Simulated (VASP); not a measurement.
A VASP 6.6.1 single-point calculation on SrO

INCAR

```
PREC = Single
LCHARG = .FALSE.
ISMEAR = -1
ISIF = 2
ENCUT = 520
NELM = 120
GGA = PE
LASPH = .TRUE.
LREAL = .FALSE.
NSW = 0
LWAVE = .FALSE.
EDIFF = 1E-7
SIGMA = 0.02
NBANDS = 15
IBRION = -1
```

KPOINTS

```
KPOINTS created by Atomic Simulation Environment
0
Gamma
8 8 8
0 0 0
```

POSCAR

```
Sr O
 1.0000000000000000
     0.0859964109000000    2.6658887381000000    2.6658887381000000
     2.6658887381000000    0.0859964109000000    2.6658887381000000
     2.6658887381000000    2.6658887381000000    0.0859964109000000
 Sr  O
   1   1
Cartesian
  0.0000000000000000  0.0000000000000000  0.0000000000000000
  2.7088869435500000  2.7088869435500000  2.7088869435500000
```

The recommended PBE PAW datasets give the neutral cell 16 valence electrons.

Command

```
mpirun -np 1 vasp_std
```

OSZICAR

```
N       E                     dE             d eps       ncg     rms          rms(c)
DAV:   1     0.674754728090E+02    0.67475E+02   -0.83765E+03  1958   0.103E+03
DAV:   2    -0.109548533359E+02   -0.78430E+02   -0.71340E+02  2728   0.215E+02
DAV:   3    -0.141637152143E+02   -0.32089E+01   -0.31906E+01  2597   0.395E+01
DAV:   4    -0.142297695103E+02   -0.66054E-01   -0.66046E-01  2435   0.527E+00
DAV:   5    -0.142311259581E+02   -0.13564E-02   -0.13564E-02  2499   0.579E-01    0.148E+01
DAV:   6    -0.122023410800E+02    0.20288E+01   -0.69327E+00  1999   0.191E+01    0.173E+01
DAV:   7    -0.120409654163E+02    0.16138E+00   -0.34267E-01  2258   0.505E+00    0.101E+01
DAV:   8    -0.120293343870E+02    0.11631E-01   -0.12607E-01  2538   0.360E+00    0.359E-01
DAV:   9    -0.120301609102E+02   -0.82652E-03   -0.66232E-03  2337   0.530E-01    0.236E-01
DAV:  10    -0.120305962335E+02   -0.43532E-03   -0.44349E-04  2195   0.204E-01    0.948E-02
DAV:  11    -0.120307699689E+02   -0.17374E-03   -0.18675E-04  2139   0.101E-01    0.279E-02
DAV:  12    -0.120307907174E+02   -0.20749E-04   -0.28203E-05  2139   0.377E-02    0.172E-02
DAV:  13    -0.120307903705E+02    0.34690E-06   -0.11393E-06  2258   0.100E-02    0.344E-03
DAV:  14    -0.120307902451E+02    0.12541E-06   -0.20207E-07  2544   0.335E-03    0.211E-03
DAV:  15    -0.120307902317E+02    0.13370E-07   -0.85087E-09  1164   0.102E-03
   1 F= -.12030790E+02 E0= -.12030790E+02  d E =-.459137E-12
```

Standard output (part)

```
POSCAR found type information on POSCAR SrO
 POSCAR found :  2 types and       2 ions
 LDA part: xc-table for (Slater+PW92), standard interpolation
 POSCAR, INCAR and KPOINTS ok, starting setup
 WAVECAR not read
 entering main loop
```

From OUTCAR

```
k-points           NKPTS =     65   k-points in BZ     NKDIM =     65   number of bands    NBANDS=     15

   NELECT =      16.0000    total number of electrons

   dimension x,y,z NGX =    28 NGY =   28 NGZ =   28
   dimension x,y,z NGXF=    28 NGYF=   28 NGZF=   28

  energy-cutoff  :      520.00
  volume of cell :       36.06
      direct lattice vectors                 reciprocal lattice vectors
     0.085996411  2.665888738  2.665888738    -0.196882832  0.190730244  0.190730244
     2.665888738  0.085996411  2.665888738     0.190730244 -0.196882832  0.190730244
     2.665888738  2.665888738  0.085996411     0.190730244  0.190730244 -0.196882832

 k-points in reciprocal lattice and weights: KPOINTS created by Atomic Simulation Env
   0.00000000  0.00000000  0.00000000       0.002
   0.12500000  0.00000000  0.00000000       0.012
   0.25000000  0.00000000  0.00000000       0.012
   0.37500000  0.00000000  0.00000000       0.012
   0.50000000  0.00000000  0.00000000       0.006
   0.12500000  0.12500000  0.00000000       0.012
   0.25000000  0.12500000  0.00000000       0.023
   0.37500000  0.12500000  0.00000000       0.023
   ...

 E-fermi :   1.9037

 k-point     1 :       0.0000    0.0000    0.0000
  band No.  band energies     occupation
      1     -31.2259      2.00000
      2     -13.6142      2.00000
      3     -12.9254      2.00000
      4     -12.9107      2.00000
      5     -12.9107      2.00000
      6       1.3291      2.00000
      7       1.4448      2.00000
      8       1.4448      2.00000
      9       4.9458      0.00000
     10       7.1356      0.00000
     11       7.6301      0.00000
     12       7.6301      0.00000
     13       9.5335      0.00000
     14       9.5335      0.00000
     15      13.8269      0.00000

 k-point     2 :       0.1250    0.0000    0.0000
  band No.  band energies     occupation
      1     -31.2096      2.00000
      2     -13.9956      2.00000
      3     -12.9324      2.00000
      4     -12.9258      2.00000
      5     -12.5748      2.00000
      6       0.9858      2.00000
      7       1.1529      2.00000
      8       1.2727      2.00000
      9       5.6308      0.00000
     10       7.3429      0.00000
     11       7.5331      0.00000
     12       7.9389      0.00000
     13       9.8922      0.00000
     14       9.8948      0.00000
     15      14.8203      0.00000

 k-point     3 :       0.2500    0.0000    0.0000
  band No.  band energies     occupation
      1     -31.1699      2.00000
      2     -14.5305      2.00000
      3     -12.9618      2.00000
      4     -12.9533      2.00000
      5     -12.1457      2.00000
      6       0.1973      2.00000
      7       0.7331      2.00000
      8       0.8981      2.00000
      9       7.0791      0.00000
     10       7.3027      0.00000
     11       8.2901      0.00000
     12       8.7771      0.00000
     13      10.7932      0.00000
     14      10.8055      0.00000
     15      16.7053      0.00000

 ...

  Total       -0.4222779     -0.4222779     -0.4222779     -0.4312320     -0.4312320     -0.4312320
  in kB      -18.7622470    -18.7622470    -18.7622470    -19.1600907    -19.1600907    -19.1600907
  external PRESSURE =     -18.7622470 kB  Pullay stress =       0.0000000 kB

 POSITION                                       TOTAL-FORCE (eV/Angst)
 -----------------------------------------------------------------------------------
      0.00000      0.00000      0.00000         0.000000     -0.000000     -0.000000
      2.70889      2.70889      2.70889        -0.000000      0.000000      0.000000
 -----------------------------------------------------------------------------------
    total drift:                               -0.000000      0.000000     -0.000000

  FREE ENERGIE OF THE ION-ELECTRON SYSTEM (eV)
  ---------------------------------------------------
  free  energy   TOTEN  =       -12.0307902317 eV

  energy  without entropy=      -12.0307902317  energy(sigma->0) =      -12.03079023
```

It converged. Results: gap between bands v and c on the k mesh 3.23 eV; least direct gap on the k mesh 3.35 eV; pressure -1.9 GPa. Band v is the last that the valence electrons fill when counted band by band, and c is the next.

For comparison, a separate PBE run of the intended cell, on usual settings and not on those above, gives a gap of 3.23 eV on its mesh and a pressure of -1.9 GPa.

The run above took about 32 s on one core of a shared host (Intel Xeon Platinum 8488C) and held 0.14 GiB at most.
